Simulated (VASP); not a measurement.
**ZnO (zincite) in VASP: convergence with k mesh**

Input of the first run (k mesh 2 × 2 × 2); the others differ in this setting and in those tied to it:

The input INCAR:

```
ALGO     = Normal         # electronic algorithm
EDIFF    = 1E-7           # SCF threshold, eV
ENCUT    = 520            # plane-wave cutoff, eV
GGA      = PE             # functional
ISIF     = 2              # what is computed and relaxed
ISMEAR   = 0              # smearing method
LASPH    = T              # aspherical terms in the spheres
LCHARG   = F              # write CHGCAR
LREAL    = F              # projectors in reciprocal space
LWAVE    = F              # write WAVECAR
NBANDS   = 26             # bands
NELM     = 100            # most SCF steps
PREC     = Accurate       # precision mode
SIGMA    = 0.02           # smearing width, eV
```

KPOINTS

```
k-points
0
Gamma
  2 2 2
```

POSCAR

```
ZnO
1.0
    3.2493080000      0.0000000000      0.0000000000
   -1.6246540000      2.8139832727      0.0000000000
    0.0000000000      0.0000000000      5.2057090000
Zn O
2 2
Direct
    0.6666666667      0.3333333333      0.0000000000
    0.3333333333      0.6666666667      0.5000000000
    0.3333333333      0.6666666667      0.8790100000
    0.6666666667      0.3333333333      0.3790100000
```

Potentials or basis: VASP PAW PBE potentials, release 64 (Zn, O).

The run is started by

```bash
$ cat potpaw_PBE.64/Zn/POTCAR potpaw_PBE.64/O/POTCAR > POTCAR
$ mpirun -np 1 vasp_std > vasp.out
```

Hardware: 1 thread of AMD EPYC 9R45 (Zen 5) (shared host).

Problem. The values tried are 2 × 2 × 2, 3 × 3 × 2, 4 × 4 × 3, 5 × 5 × 3, 7 × 7 × 4, 8 × 8 × 5, 11 × 11 × 6, 13 × 13 × 7, 15 × 15 × 9, loosest first. From which on does the largest force stay within 0.005 eV/Å of the tightest run that finished?

Solution. From 4 × 4 × 3 on.

| k mesh | energy less the tightest run, at zero smearing (meV/atom) | pressure (GPa) | largest force (eV/Å) | gap on the mesh (eV) | SCF cycles | CPU time (s) | peak memory (GiB) |
| --- | --- | --- | --- | --- | --- | --- | --- |
| 2 × 2 × 2 | 193.19 | 7.30 | 0.066 | 0.684 | 17 | 5.9 | 0.12 |
| 3 × 3 × 2 | 30.84 | 6.19 | 0.056 | 0.762 | 16 | 7.2 | 0.12 |
| 4 × 4 × 3 | 6.04 | 5.98 | 0.070 | 0.782 | 16 | 7.4 | 0.12 |
| 5 × 5 × 3 | 1.95 | 5.94 | 0.074 | 0.787 | 16 | 9 | 0.12 |
| 7 × 7 × 4 | 0.28 | 5.97 | 0.074 | 0.789 | 16 | 18 | 0.13 |
| 8 × 8 × 5 | 0.11 | 5.98 | 0.074 | 0.790 | 16 | 21 | 0.14 |
| 11 × 11 × 6 | 0.02 | 5.98 | 0.074 | 0.790 | 16 | 46 | 0.17 |
| 13 × 13 × 7 | 0.01 | 5.97 | 0.074 | 0.790 | 16 | 56 | 0.18 |
| 15 × 15 × 9 | 0.00 | 5.98 | 0.074 | 0.790 | 16 | 94 | 0.23 |

Against the tightest run, the energy stays within 1 meV/atom from 7 × 7 × 4 on; the pressure stays within 0.1 GPa from 4 × 4 × 3 on; the gap on the mesh stays within 0.01 eV from 4 × 4 × 3 on. Meshes of other sizes hit other points, so gaps and Fermi surfaces needn't settle smoothly. The tightest run that finished is the yardstick and may itself not be fully converged.

Caveat, for the tightest run too: an odd mesh through Γ misses points on the zone boundary, where band edges often lie.
